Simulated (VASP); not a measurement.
**From an Ansatz input to VASP: Si (strained diamond)**

Ansatz input

```yaml
crystal:
  lattice:
    - [0.0, 2.6676765177, 2.7620476182]
    - [2.6676765177, 0.0, 2.7620476182]
    - [2.6676765177, 2.6676765177, 0.0]
  atoms:
    - { symbol: Si, position: [0.0, 0.0, 0.0] }
    - { symbol: Si, position: [0.25, 0.25, 0.25] }
kpoints:
  mp_grid: { grid: [8, 8, 8] }
  band_path:
    path:
      - [0.0, 0.0, 0.0]
      - [0.5, 0.0, 0.5]
      - [0.625, 0.25, 0.625]
      - [0.375, 0.375, 0.75]
      - [0.5, 0.5, 0.5]
      - [0.5, 0.25, 0.75]
      - [0.0, 0.421875, 0.421875]
    npoints: 1
hamiltonian:
  xc: r2scan
scf:
  occupations: { method: fixed }
  n_extra_bands: 4
output:
  forces: true
  stress: true
  eigenvalues: true
```

Q: Which VASP files do the same job?

A: 

INCAR

```
ALGO = Normal
SIGMA = 0.01
ENCUT = 520
LWAVE = .FALSE.
EDIFF = 1E-7
ISIF = 2
NSW = 0
PREC = Accurate
LCHARG = .FALSE.
NBANDS = 11
LASPH = .TRUE.
METAGGA = R2SCAN
NELM = 120
LREAL = .FALSE.
ISMEAR = 0
IBRION = -1
```

KPOINTS

```
KPOINTS created by Atomic Simulation Environment
0
Gamma
8 8 8
0 0 0
```

KPOINTS_OPT

```
special points
7
Reciprocal
0.0000000000 0.0000000000 0.0000000000 1
0.5000000000 0.0000000000 0.5000000000 1
0.6250000000 0.2500000000 0.6250000000 1
0.3750000000 0.3750000000 0.7500000000 1
0.5000000000 0.5000000000 0.5000000000 1
0.5000000000 0.2500000000 0.7500000000 1
0.0000000000 0.4218750000 0.4218750000 1
```

POSCAR

```
Si
 1.0000000000000000
     0.0000000000000000    2.6676765176999999    2.7620476182000000
     2.6676765176999999    0.0000000000000000    2.7620476182000000
     2.6676765176999999    2.6676765176999999    0.0000000000000000
 Si
   2
Cartesian
  0.0000000000000000  0.0000000000000000  0.0000000000000000
  1.3338382588500000  1.3338382588500000  1.3810238091000000
```

VASP ran with the recommended PBE PAW datasets (8 valence electrons in the cell). Other inputs would serve too.

```tsv
	Ansatz	VASP
gap between bands v and c	0.52 eV	0.54 eV
least direct gap	2.62 eV	2.63 eV
pressure	2.6 GPa	2.4 GPa
```

Datasets and cutoffs are each program's own. VASP's cell holds 8 valence electrons and Ansatz's 8. Ansatz's stress includes a Pulay correction; VASP's doesn't.
